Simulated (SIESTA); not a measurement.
The system is FeO.

```
CELL_PARAMETERS angstrom
0.00000 2.15540 2.15540
2.15540 0.00000 2.15540
2.15540 2.15540 0.00000
ATOMIC_POSITIONS crystal
Fe 0.00000 0.00000 0.00000
O 0.50000 0.50000 0.50000
```

Base run:

* Program: SIESTA 5.4.2
* Functional: LDA
* Potentials or basis: PseudoDojo 0.4 standard (LDA files)
* Basis: DZP (energy shift 0.002 Ry)
* Grid cutoff: 800 Ry
* Energy shift: 0.002 Ry
* k mesh: 9 × 9 × 9
* Occupations: fermi-dirac, width 0.05 eV
* Spin: collinear spin, ferromagnetic start
* Starting moments: [3.0, 0.0] μB
* Hubbard terms: Fe d U = 4.5 eV

Its results: band gap on the k mesh none (metal or under the smearing width); pressure -10.7 GPa; net moment 4.00 μB per cell; site moments Fe +3.78; O +0.22 μB.

Question: The run is repeated on the same cell with these changes: hubbard terms from Fe d U = 4.5 eV to none. What comes out?

Answer: Band gap on the k mesh none (metal or under the smearing width); pressure -14.6 GPa; net moment 4.00 μB per cell; site moments Fe +3.66; O +0.34 μB.

Caveats: semicore shells carry a single zeta, which can move pressures by several GPa and volumes by a few percent; the basis of atomic orbitals isn't converged, which shifts pressures, moduli and gaps; a cell with one magnetic atom can't hold antiferromagnetic order, which such compounds often take; semilocal functionals often make such compounds metallic where correlation or magnetic order opens a gap, which also shifts bond lengths (some runs).

Not every run made on this cell is shown here.
